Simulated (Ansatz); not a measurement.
# Pd (fcc type): the cost of one run

Method: DFT PBE, with the methods named in each step, in Ansatz 0.2.0.

## (1) The system as given

Symmetry: Fm-3m, No. 225, cubic system. Conventional cell: a = 3.947 Å, b = 3.947 Å, c = 3.947 Å, α = 90.00°, β = 90.00°, γ = 90.00°. Around Pd (site symmetry m-3m) lie 12 Pd at 2.79 Å.

Structure file:

```
CELL_PARAMETERS angstrom
0.00000 1.97348 1.97348
1.97348 0.00000 1.97348
1.97348 1.97348 0.00000
ATOMIC_POSITIONS crystal
Pd 0.00000 0.00000 0.00000
```

## (2) Fcc relaxed, PAW

input.yaml

```yaml
crystal:
  lattice:
    - [0.0, 1.9734833199, 1.9734833199]
    - [1.9734833199, 0.0, 1.9734833199]
    - [1.9734833199, 1.9734833199, 0.0]
  atoms:
    - { symbol: Pd, position: [0.0, 0.0, 0.0] }
kpoints:
  mp_grid: { grid: [18, 18, 18] }
scf:
  occupations: { method: fermi_dirac, width: 0.05 }
hamiltonian:
  xc: pbe
  pseudopotentials: { kind: paw }
output:
  forces: true
  stress: true
  write_density: true
  write_potential: true
  elf: true
  volumetric_format: npy
relax:
  f_tol: 0.005
  max_steps: 40
  cell: {}
```

Command:

```
> ansatz run input.yaml --threads 1 --pin off --max-ram 3072MiB --backend cpu --events-out ev --progress --plain --runs-dir out
```

Q: Estimate wall time and peak memory on 1 thread of Arm Neoverse V1, shared host.

About 8.1 s, with a peak of 0.31 GiB.
